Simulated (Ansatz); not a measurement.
Write the native input for Ansatz 0.2.0 that does the following.

```
Task                : relaxation of cell and atoms
Functional          : PBE0
Potentials or basis : Ansatz PAW
Cutoff              : 420 eV (not typed: the program's choice for these potentials)
k mesh              : 6 × 6 × 6
Occupations         : fermi-dirac, width 0.05 eV
Spin                : no spin polarisation
```

Crystal: Si.

```
Si
1.0
     0.00000    2.65990    4.64324
     2.42227    0.00000    4.64324
     2.42227    2.65990    0.00000
Si
4
Cartesian
  2.4223 2.6599 2.0452
  2.4223 2.6599 7.2413
  2.4223 1.4502 4.6432
  2.4223 3.8696 4.6432
```

This isn't the form of Si at room conditions, which is diamond.

The input as run:

input

```
crystal:
  lattice:
    - [0.0, 2.65989848, 4.6432435421]
    - [2.4222677723, 0.0, 4.6432435421]
    - [2.4222677723, 2.65989848, 0.0]
  atoms:
    - { symbol: Si, position: [0.2202307, 0.2202307, 0.7797693] }
    - { symbol: Si, position: [0.7797693, 0.7797693, 0.2202307] }
    - { symbol: Si, position: [0.27260572, 0.72739428, 0.27260572] }
    - { symbol: Si, position: [0.72739428, 0.27260572, 0.72739428] }
hamiltonian:
  xc: pbe0
  pseudopotentials: { kind: paw }
kpoints:
  mp_grid: { grid: [6, 6, 6] }
scf:
  occupations: { method: fermi_dirac, width: 0.05 }
output:
  forces: true
  stress: true
  eigenvalues: true
relax:
  f_tol: 0.01
  max_steps: 40
  cell: { stress_tol: 0.05 }
```

It gave:

```yaml
Relaxed_volume: 15.12 Å³/atom
Relaxed_cell: a = 5.402 Å, b = 5.297 Å, c = 3.590 Å, α = 71.99°, β = 68.81°, γ = 39.20°
Space_group_after_relaxing_to_0.05_Å: Fmmm (No. 69)
Energy_gained_by_relaxing: 2.3 meV/atom
Ionic_steps: 6
Pressure_after_relaxing: 0.0 GPa
Band_gap_on_the_k_mesh: none (metal or under the smearing width)
```

Caveat: the plane-wave basis is chosen anew once the cell has moved, so the energies of steps on either side of that aren't comparable; the PAW data sets come from PBE, with cores solved anew for the run's functional, which leaves a small shift of forces and pressure.

Wall time 76 s on 1 × NVIDIA H100 80GB HBM3 with 2 threads of AMD EPYC 7R13 Processor (Zen 3), with other jobs on the host, peak memory 2.7 GiB.
